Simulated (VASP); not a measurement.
# TiO2 (I4_1/amd) in VASP: single point with r2SCAN

Aim: the single point of TiO2 with r2SCAN.

Everything below comes from runs of VASP 6.6.1. Logs are shortened: lines on timing, memory, paths and dates and some standing lists are left out, and cuts for length are marked.

## Step 1: Starting point

It takes space group I4_1/amd (No. 141, tetragonal). The conventional cell has a = 3.778 Å, b = 3.778 Å, c = 9.585 Å, α = 90.00°, β = 90.00°, γ = 90.00°. Around Ti (site symmetry -4m2) lie 6 O at 1.93 to 1.99 Å. O (site symmetry 2mm) has 3 Ti at 1.93 to 1.99 Å as nearest neighbours.

The cell is a database's computed one.

## Step 2: Single point, r2SCAN

Input file POSCAR:

```
TiO2
1.0
   -1.8888772806      1.8888772806      4.7924223684
    1.8888772806     -1.8888772806      4.7924223684
    1.8888772806      1.8888772806     -4.7924223684
Ti O
2 4
Direct
    0.0000000000      0.0000000000      0.0000000000
    0.7500000000      0.2500000000      0.5000000000
    0.9572329022      0.4572329022      0.5000000000
    0.2072329022      0.2072329022      0.0000000000
    0.5427670978      0.0427670978      0.5000000000
    0.7927670978      0.7927670978      0.0000000000
```

Input file INCAR.step1:

```
ALGO = Normal
EDIFF = 1E-4
ENCUT = 520
GGA = PE
ISMEAR = 0
LASPH = True
LCHARG = False
LREAL = False
LWAVE = True
NBANDS = 33
NELM = 100
PREC = Accurate
SIGMA = 0.02
```

Input file INCAR.step2:

```
ALGO = Normal
EDIFF = 1E-7
ENCUT = 520
ISIF = 2
ISMEAR = 0
ISTART = 1
LASPH = True
LCHARG = False
LMIXTAU = True
LREAL = False
LWAVE = False
METAGGA = R2SCAN
NBANDS = 33
NELM = 100
PREC = Accurate
SIGMA = 0.02
```

Input file KPOINTS:

```
k-points
0
Gamma
  10 10 10
```

Potentials or basis: VASP PAW PBE potentials, release 64 (Ti_sv, O).

Command:

```bash
cat potpaw_PBE.64/Ti_sv/POTCAR potpaw_PBE.64/O/POTCAR > POTCAR
cp INCAR.step1 INCAR
mpirun -np 1 vasp_std > vasp.out
cp INCAR.step2 INCAR
mpirun -np 1 vasp_std > vasp.out
```

OUTCAR:

```text
EDIFF = 1E-7
   ENCUT = 520
   ISIF = 2
   ISMEAR = 0
   ISTART = 1
   LASPH = True
   LREAL = False
   METAGGA = R2SCAN
   NELM = 100
   PREC = Accurate

 ion  position               nearest neighbor table
   1  0.000  0.000  0.000-   5 1.93   3 1.93   5 1.93   3 1.93   4 1.99   6 1.99
   2  0.750  0.250  0.500-   6 1.93   4 1.93   6 1.93   4 1.93   3 1.99   5 1.99
   3  0.957  0.457  0.500-   1 1.93   1 1.93   2 1.99
   4  0.207  0.207  0.000-   2 1.93   2 1.93   1 1.99
   5  0.543  0.043  0.500-   1 1.93   1 1.93   2 1.99
   6  0.793  0.793  0.000-   2 1.93   2 1.93   1 1.99

  LATTYP: Found a body centered tetragonal cell.
 ALAT       =     3.7777545612
 C/A-ratio  =     2.5371803757

  Lattice vectors:

 A1 = (  -1.8888772806,   1.8888772806,   4.7924223684)
 A2 = (   1.8888772806,  -1.8888772806,   4.7924223684)
 A3 = (   1.8888772806,   1.8888772806,  -4.7924223684)

Analysis of symmetry for initial positions (statically):
=====================================================================
 Subroutine PRICEL returns:
 Original cell was already a primitive cell.

 Routine SETGRP: Setting up the symmetry group for a
 body centered tetragonal supercell.

 Subroutine GETGRP returns: Found 16 space group operations
 (whereof  8 operations were pure point group operations)
 out of a pool of 16 trial point group operations.

The static configuration has the point symmetry D_2d.
 The point group associated with its full space group is D_4h.

Analysis of symmetry for dynamics (positions and initial velocities):
=====================================================================
 Subroutine PRICEL returns:
 Original cell was already a primitive cell.

 Routine SETGRP: Setting up the symmetry group for a
 body centered tetragonal supercell.

 Subroutine GETGRP returns: Found 16 space group operations
 (whereof  8 operations were pure point group operations)
 out of a pool of 16 trial point group operations.

The dynamic configuration has the point symmetry D_2d.
 The point group associated with its full space group is D_4h.

 Subroutine INISYM returns: Found 16 space group operations
 (whereof  8 operations are pure point group operations),
 and found     1 'primitive' translations

----------------------------------------------------------------------------------------

                                     Primitive cell

  volume of cell :      68.3947

  direct lattice vectors                    reciprocal lattice vectors
    -1.888877281  1.888877281  4.792422368     0.000000000  0.264707509  0.104331372
     1.888877281 -1.888877281  4.792422368     0.264707509  0.000000000  0.104331372
     1.888877281  1.888877281 -4.792422368     0.264707509  0.264707509  0.000000000

  length of vectors
     5.486622542  5.486622542  5.486622542     0.284526098  0.284526098  0.374352949

  position of ions in fractional coordinates (direct lattice)
     0.000000000  0.000000000  0.000000000
     0.750000000  0.250000000  0.500000000
     0.957232902  0.457232902  0.500000000
     0.207232902  0.207232902  0.000000000
     0.542767098  0.042767098  0.500000000
     0.792767098  0.792767098  0.000000000

  ion indices of the primitive-cell ions
   primitive index   ion index
                 1           1
                 2           2
                 3           3
                 4           4
                 5           5
                 6           6

----------------------------------------------------------------------------------------

 KPOINTS: k-points

Automatic generation of k-mesh.
 Grid dimensions read from file:
 generate k-points for:   10   10   10

 Generating k-lattice:

  Cartesian coordinates                     Fractional coordinates (reciprocal lattice)
     0.000000000  0.026470751  0.010433137     0.100000000  0.000000000 -0.000000000
     0.026470751  0.000000000  0.010433137     0.000000000  0.100000000 -0.000000000
     0.026470751  0.026470751  0.000000000     0.000000000  0.000000000  0.100000000

  Length of vectors
     0.028452610  0.028452610  0.037435295

  Shift w.r.t. Gamma in fractional coordinates (k-lattice)
     0.000000000  0.000000000  0.000000000

 Subroutine IBZKPT returns following result:
 ===========================================

 Found    102 irreducible k-points:

 Following reciprocal coordinates:
            Coordinates               Weight
  0.000000  0.000000  0.000000      1.000000
  0.100000  0.000000  0.000000      8.000000
  0.200000  0.000000  0.000000      8.000000
  0.300000  0.000000  0.000000      8.000000
  0.400000  0.000000  0.000000      8.000000
  0.500000  0.000000  0.000000      4.000000
[... 16 lines left out ...]
  0.300000  0.300000  0.000000      8.000000
  0.400000  0.300000  0.000000     16.000000
 [... further k-points ...]
   k-points           NKPTS =    102   k-points in BZ     NKDIM =    102   number of bands    NBANDS=     33
   number of dos      NEDOS =    301   number of ions     NIONS =      6
   total plane-waves  NPLWV =  74088
   dimension x,y,z NGX =    42 NGY =   42 NGZ =   42
   dimension x,y,z NGXF=    84 NGYF=   84 NGZF=   84
   ions per type =               2   4
   NGX,Y,Z   is equivalent  to a cutoff of  12.73, 12.73, 12.73 a.u.
   NGXF,Y,Z  is equivalent  to a cutoff of  25.45, 25.45, 25.45 a.u.
 SYSTEM =  unknown system
   PREC   = accura    normal or accurate (medium, high low for compatibility)
   ISTART =      1    job   : 0-new  1-cont  2-samecut
   ICHARG =      0    charge: 1-file 2-atom 10-const
   ISPIN  =      1    spin polarized calculation?
   LNONCOLLINEAR =      F non collinear calculations
   LSORBIT =      F    spin-orbit coupling
   LASPH  =      T    aspherical Exc in radial PAW
   ENCUT  =  520.0 eV  38.22 Ry    6.18 a.u.  10.20 10.20 10.20*2*pi/ulx,y,z
   NELM   =    100;   NELMIN=  2; NELMDL=  0     # of ELM steps
   EDIFF  = 0.1E-06   stopping-criterion for ELM
   LREAL  =      F    real-space projection
   EDIFFG = 0.1E-05   stopping-criterion for IOM
   NSW    =      0    number of steps for IOM
   IBRION =     -1    ionic relax: 0-MD 1-quasi-New 2-CG
   NFREE  =      0    steps in history (QN), initial steepest desc. (CG)
   ISIF   =      2    stress and relaxation
   ISYM   =      2    0-nonsym 1-usesym 2-fastsym
   POTIM  = 0.5000    time-step for ionic-motion
   TEBEG  =    0.0;   TEEND  =   0.0 temperature during run
   PSTRESS=    0.0 pullay stress
   NELECT =      48.0000    total number of electrons
   NUPDOWN=      -1.0000    fix difference up-down
   EMIN   =  10.00;   EMAX   =-10.00  energy-range for DOS
   EFERMI =   0.00;   METHOD = LEGACY
   ISMEAR =     0;   SIGMA  =   0.02  broadening in eV -4-tet -1-fermi 0-gaus
   EFERMI_NEDOS =   21; number of points for ismear=-14 and -15
   IALGO  =     38    algorithm
   IMIX   =      4    mixing-type and parameters
     AMIX     =   0.40;   BMIX     =  1.00
     AMIX_MAG =   1.60;   BMIX_MAG =  1.00
  volume/ion in A,a.u.               =      11.40        76.93
  Fermi-wavevector in a.u.,A,eV,Ry     =   1.454837  2.749244 28.797427  2.116551
  Thomas-Fermi vector in A             =   2.571942
   LORBIT       =      0    0 simple, 1 ext, 2 COOP (PROOUT), +10 PAW based schemes
   METAGGA = R2SCAN    functional components
   LHFCALC =     F    Hartree Fock is set to
   AEXX    =    0.0000 exact exchange contribution
   IVDW    =     0    specifies the selected vdW correction
   LEPSILON=     F    determine dielectric tensor
   LRPA    =     F    only Hartree local field effects (RPA)
 non-spin polarized calculation
 Gauss-broadening in eV      SIGMA  =   0.02
  energy-cutoff  :      520.00
  volume of cell :       68.39
 maximum number of plane-waves:      1858
 NGX is ok and might be reduce to    42
   NGX = 21   NGY = 21   NGZ = 21

 number of electron      47.9999994 magnetization

 Free energy of the ion-electron system (eV)
  ---------------------------------------------------
  ext. energy  EPLUGINS =         0.00000000
  ---------------------------------------------------
  free energy    TOTEN  =       -69.85812436 eV

  energy without entropy =      -69.85812436  energy(sigma->0) =      -69.85812436

 E-fermi :   3.1028     XC(G=0): -11.4446

 val. band max:        3.0029360496   @ k =  -0.4000   0.4000   0.0000
 cond. band min:       5.5684602089   @ k =   0.0000   0.0000   0.0000
 fundamental gap:      2.5655241593
 Fermi energy:         3.1027894489

 k-point     1 :       0.0000    0.0000    0.0000
  band No.  band energies     occupation
      1     -55.5690      2.00000
      2     -55.5101      2.00000
      3     -30.9863      2.00000
      4     -30.7381      2.00000
      5     -30.7381      2.00000
      6     -30.6690      2.00000
[... 25 lines left out ...]
     32       8.6164      0.00000
     33       8.6889      0.00000

 k-point     2 :       0.1000    0.0000    0.0000
  band No.  band energies     occupation
      1     -55.5677      2.00000
      2     -55.5109      2.00000
      3     -30.9837      2.00000
      4     -30.7524      2.00000
      5     -30.7390      2.00000
      6     -30.6750      2.00000
[... 25 lines left out ...]
     32       8.7372      0.00000
     33       9.0035      0.00000

 k-point     3 :       0.2000    0.0000    0.0000
  band No.  band energies     occupation
      1     -55.5641      2.00000
      2     -55.5133      2.00000
      3     -30.9770      2.00000
      4     -30.7881      2.00000
      5     -30.7411      2.00000
      6     -30.6893      2.00000
[... 25 lines left out ...]
     32       9.0981      0.00000
     33       9.4579      0.00000

 k-point     4 :       0.3000    0.0000    0.0000
  band No.  band energies     occupation
      1     -55.5590      2.00000
      2     -55.5169      2.00000
      3     -30.9691      2.00000
      4     -30.8310      2.00000
      5     -30.7435      2.00000
      6     -30.7031      2.00000
[... 25 lines left out ...]
     32       9.3186      0.00000
     33       9.7472      0.00000

 k-point     5 :       0.4000    0.0000    0.0000
  band No.  band energies     occupation
      1     -55.5540      2.00000
      2     -55.5206      2.00000
      3     -30.9624      2.00000
      4     -30.8665      2.00000
      5     -30.7452      2.00000
      6     -30.7102      2.00000
[... 604 lines left out ...]
 k-point    22 :      -0.2000    0.2000    0.0000
  band No.  band energies     occupation
      1     -55.5617      2.00000
      2     -55.5140      2.00000
      3     -30.9837      2.00000
      4     -30.8058      2.00000
      5     -30.7637      2.00000
      6     -30.7098      2.00000
[... 25 lines left out ...]
     32       9.8797      0.00000
     33       9.9290      0.00000

 k-point    23 :       0.3000    0.3000    0.0000
  band No.  band energies     occupation
      1     -55.5465      2.00000
      2     -55.5261      2.00000
      3     -30.9434      2.00000
      4     -30.8836      2.00000
      5     -30.7900      2.00000
      6     -30.7452      2.00000
[... 25 lines left out ...]
     32       9.8928      0.00000
     33      10.7335      0.00000

 k-point    24 :       0.4000    0.3000    0.0000
  band No.  band energies     occupation
      1     -55.5427      2.00000
      2     -55.5287      2.00000
      3     -30.9471      2.00000
      4     -30.9069      2.00000
      5     -30.7929      2.00000
      6     -30.7622      2.00000
[... 25 lines left out ...]
     32       9.8984      0.00000
     33      10.8169      0.00000

 [... further k-points ...]
[... 5 lines left out ...]
  --------------------------------------------------------------------------------------
  -------------------------------------------------------------------------------------
  Total        0.5477236      0.5477236      0.4774217      0.0000000      0.0000000      0.0000000
  in kB       12.8306740     12.8306740     11.1838206      0.0000000      0.0000000      0.0000000
  external PRESSURE =      12.2817229 kB  Pullay stress =       0.0000000 kB

 VOLUME and BASIS-vectors are now :
 -----------------------------------------------------------------------------
  energy-cutoff  :      520.00
  volume of cell :       68.39
      direct lattice vectors                 reciprocal lattice vectors
    -1.888877281  1.888877281  4.792422368     0.000000000  0.264707509  0.104331372
     1.888877281 -1.888877281  4.792422368     0.264707509  0.000000000  0.104331372
     1.888877281  1.888877281 -4.792422368     0.264707509  0.264707509  0.000000000

 POSITION                                       TOTAL-FORCE (eV/Angst)
 -----------------------------------------------------------------------------------
      0.00000      0.00000      0.00000         0.000000      0.000000     -0.000000
      0.00000      1.88888      2.39621         0.000000      0.000000     -0.000000
      0.00000      1.88888      4.38251         0.000000     -0.000000      0.031340
      0.00000      0.00000      1.98630        -0.000000      0.000000      0.031340
      0.00000      1.88888      0.40992         0.000000     -0.000000     -0.031340
      0.00000      0.00000      7.59855        -0.000000      0.000000     -0.031340
 -----------------------------------------------------------------------------------
    total drift:                               -0.000000     -0.000000      0.000000

  FREE ENERGIE OF THE ION-ELECTRON SYSTEM (eV)
  ---------------------------------------------------
  free  energy   TOTEN  =       -69.8581243579 eV

  energy  without entropy=      -69.8581243579  energy(sigma->0) =      -69.85812436
```

It took 26 min on 1 thread of Intel Xeon Platinum 8259CL at 2.50GHz (Skylake/Cascade Lake), shared host; peak memory 0.39 GiB.

What came out:

```yaml
Free_energy: -69.8581 eV
Pressure: 1.2 GPa
Largest_force: 0.031 eV/Å
Band_gap_on_the_k_mesh: 2.57 eV, indirect (least direct gap 2.89 eV)
```

Forces in eV/Å, atoms in the order of the input:
```
Ti   0.000  0.000  0.000
Ti   0.000  0.000  0.000
O    0.000  0.000  0.031
O    0.000  0.000  0.031
O    0.000  0.000 -0.031
O    0.000  0.000 -0.031
```

Levels at points of the mesh, in eV from the valence-band top:
| k point | band 20 | band 21 | band 22 | band 23 | band 24 | band 25 | band 26 | band 27 | band 28 | band 29 |
| --- | --- | --- | --- | --- | --- | --- | --- | --- | --- | --- |
| (0.00, 0.00, 0.00) | -0.82 | -0.79 | -0.79 | -0.46 | -0.46 | 2.57 | 3.28 | 4.47 | 4.47 | 4.48 |
| (0.50, 0.00, 0.00) | -2.00 | -1.95 | -0.95 | -0.86 | -0.67 | 3.69 | 3.97 | 4.01 | 4.06 | 4.73 |
| (0.50, 0.50, 0.00) | -2.71 | -2.07 | -2.07 | -0.04 | -0.04 | 3.75 | 3.75 | 4.22 | 4.22 | 5.34 |
| (0.50, 0.50, 0.50) | -1.39 | -1.29 | -1.29 | -0.11 | -0.11 | 2.91 | 2.91 | 4.23 | 4.23 | 4.74 |

Caveat: the PAW data sets were made with another functional, which shifts forces and pressure a little.
